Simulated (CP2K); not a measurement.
Runs of CP2K 2026.2 on WC (Qusongite). Symmetry: P-6m2, No. 187, hexagonal system. The conventional cell has a = 2.907 Å, b = 2.907 Å, c = 2.837 Å, α = 90.00°, β = 90.00°, γ = 120.00°. Around W (site symmetry -6m2) lie 6 C at 2.20 Å. Around C (site symmetry -6m2) lie 6 W at 2.20 Å. 

```csv
level,potentials or basis,smearing,EPS_DEFAULT,NGRIDS,points a segment of the path (NPOINTS),bands added on the path,CUTOFF of the grids,gap on the mesh (eV),pressure (GPa)
PBEsol,"POTENTIAL_UZH W GTH-PBE-q14, C GTH-PBE-q4; TZVP-MOLOPT-PBE-GTH basis",fermi-dirac 0.1 eV,1.0E-9,5,8,2,450 Ry,none,(a)
PBE,"POTENTIAL_UZH W GTH-PBE-q14, C GTH-PBE-q4; TZVP-MOLOPT-PBE-GTH basis",fermi-dirac 0.05 eV,1.0E-10,5,10,4,450 Ry,none,2.7
LDA,"GTH_POTENTIALS W GTH-PADE-q14, C GTH-PADE-q4; TZVP-MOLOPT-PBE-GTH basis",fermi-dirac 0.0259 eV,1.0E-10,5,10,4,450 Ry,none,-37.5
PBE,"POTENTIAL_UZH W GTH-PBE-q14, C GTH-PBE-q4; TZVP-MOLOPT-PBE-GTH basis",fermi-dirac 0.1 eV,1.0E-9,4,8,2,450 Ry,none,2.7
TB-mBJ,"POTENTIAL_UZH W GTH-PBE-q14, C GTH-PBE-q4; TZVP-MOLOPT-PBE-GTH basis",fermi-dirac 0.05 eV,1.0E-10,5,8,4,675 Ry,none,-
r2SCAN,"POTENTIAL_UZH W GTH-SCAN-q14, C GTH-SCAN-q4; TZVP-MOLOPT-SCAN-GTH basis",fermi-dirac 0.1 eV,1.0E-9,5,8,2,675 Ry,none,-3.4
```

Alike in all rows: task band structure; no spin polarisation; cell as given; k mesh 10 × 10 × 9.

Question: Estimate the missing entries.

Answer: (a) -4.0.

Caveats: spin-orbit coupling is left out, which moves the levels of the heavy elements; the basis of atomic orbitals isn't converged, which shifts pressures, moduli and gaps; the potentials were made for another functional, which shifts forces and pressure (some runs); a pressure of tens of GPa on the cell as given is suspect, and the run, the potentials or the cell itself is likely at fault (some runs); this is a model potential without an energy functional, so only levels have meaning (some runs).

A k mesh can miss the band edges, and the runs leave out spin-orbit coupling on W.

A gap of «none» marks a metal or a gap under the smearing width.
